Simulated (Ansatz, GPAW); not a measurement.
Given: the input of a run of GPAW 26.7.0 (ASE script) on FeSi. 

The input run.py:

```python
from ase import Atoms
from ase.dft.bandgap import bandgap
from ase.io import write
from ase.units import GPa
from gpaw import GPAW, PW, setup_paths

setup_paths.insert(0, '.')

atoms = Atoms(['Fe', 'Fe', 'Fe', 'Fe', 'Si', 'Si', 'Si', 'Si'],
              cell=[[4.5507, 0.0, 0.0],
                    [0.0, 4.5507, 0.0],
                    [0.0, 0.0, 4.5507]],
              scaled_positions=[[0.86348, 0.63652, 0.36348],
                                [0.63652, 0.36348, 0.86348],
                                [0.36348, 0.86348, 0.63652],
                                [0.13652, 0.13652, 0.13652],
                                [0.1576, 0.3424, 0.6576],
                                [0.3424, 0.6576, 0.1576],
                                [0.6576, 0.1576, 0.3424],
                                [0.8424, 0.8424, 0.8424]],
              pbc=True)
atoms.set_initial_magnetic_moments([3.0, 3.0, 3.0, 3.0, 0.0, 0.0, 0.0, 0.0])

calc = GPAW(mode=PW(600),
            xc='PBEsol',
            kpts={'size': (6, 6, 6), 'gamma': True},
            occupations={'name': 'fermi-dirac', 'width': 0.05},
            nbands=48,
            convergence={'density': 1e-05, 'energy': 1e-05},
            maxiter=150,
            txt='gpaw.txt')
atoms.calc = calc
energy = atoms.get_potential_energy()
forces = atoms.get_forces()
stress = atoms.get_stress()
calc.write('gs.gpw')
write('result.traj', atoms)
print(f'Energy: {energy:.6f} eV')
print('Forces (eV/A):')
print(forces.round(4))
print('Stress (GPa):', (stress / GPa).round(3))
print('Moments:', calc.get_magnetic_moments().round(3))
print('Fermi level:', round(calc.get_fermi_level(), 4), 'eV')
print(f'Gap: {bandgap(calc)[0]:.4f} eV, direct: {bandgap(calc, direct=True)[0]:.4f} eV')
```

Potentials or basis: PAW data sets generated in the run's folder for this functional, pw.

Run with:

```console
$ gpaw-setup -f PBEsol Fe Si
$ OMP_NUM_THREADS=1 python run.py
```

Task: What does the same run look like in Ansatz 0.2.0? Potentials or basis there: Ansatz PAW, cutoff 420 eV.

Result: As run (cutoffs and basis follow the program's own potentials, and thresholds, step limits or extra output files can differ):

File input.yaml:

```yaml
crystal:
  lattice:
    - [4.5507, 0.0, 0.0]
    - [0.0, 4.5507, 0.0]
    - [0.0, 0.0, 4.5507]
  atoms:
    - { symbol: Fe, position: [0.86348, 0.63652, 0.36348], spin: 3.0 }
    - { symbol: Fe, position: [0.63652, 0.36348, 0.86348], spin: 3.0 }
    - { symbol: Fe, position: [0.36348, 0.86348, 0.63652], spin: 3.0 }
    - { symbol: Fe, position: [0.13652, 0.13652, 0.13652], spin: 3.0 }
    - { symbol: Si, position: [0.1576, 0.3424, 0.6576] }
    - { symbol: Si, position: [0.3424, 0.6576, 0.1576] }
    - { symbol: Si, position: [0.6576, 0.1576, 0.3424] }
    - { symbol: Si, position: [0.8424, 0.8424, 0.8424] }
hamiltonian:
  xc: pbesol
  pseudopotentials: { kind: paw }
magnetization:
  spin_polarized: true
kpoints:
  mp_grid: { grid: [6, 6, 6] }
scf:
  occupations: { method: fermi_dirac, width: 0.05 }
output:
  forces: true
  stress: true
  eigenvalues: true
  write_density: true
  write_potential: true
  elf: true
  volumetric_format: npy
```

Potentials or basis: Ansatz PAW.

Launch:

```sh
$ ansatz run input.yaml --threads 4 --pin off --max-ram 11264MiB --backend cpu --events-out ev --progress --plain --runs-dir out
```

Both were run:

|  | GPAW | Ansatz |
| --- | --- | --- |
| Pressure | -14.7 GPa | -16.8 GPa |
| Net moment | 3.64 μB per cell | 3.59 μB per cell |

Ansatz's pressure holds a Pulay term of +0.07 GPa for its cutoff of 420 eV, which the other run lacks.

The potentials hold 48 and 80 valence electrons a cell.

Ansatz's potentials were made for PBE.

Where Ansatz's input types no cutoff or centring, it takes its own default and a Γ-centred mesh.

The magnetic state is the one that the start led to; the real crystal's order can differ.

The cell lies far from this level's equilibrium.

Pressure is positive in compression.
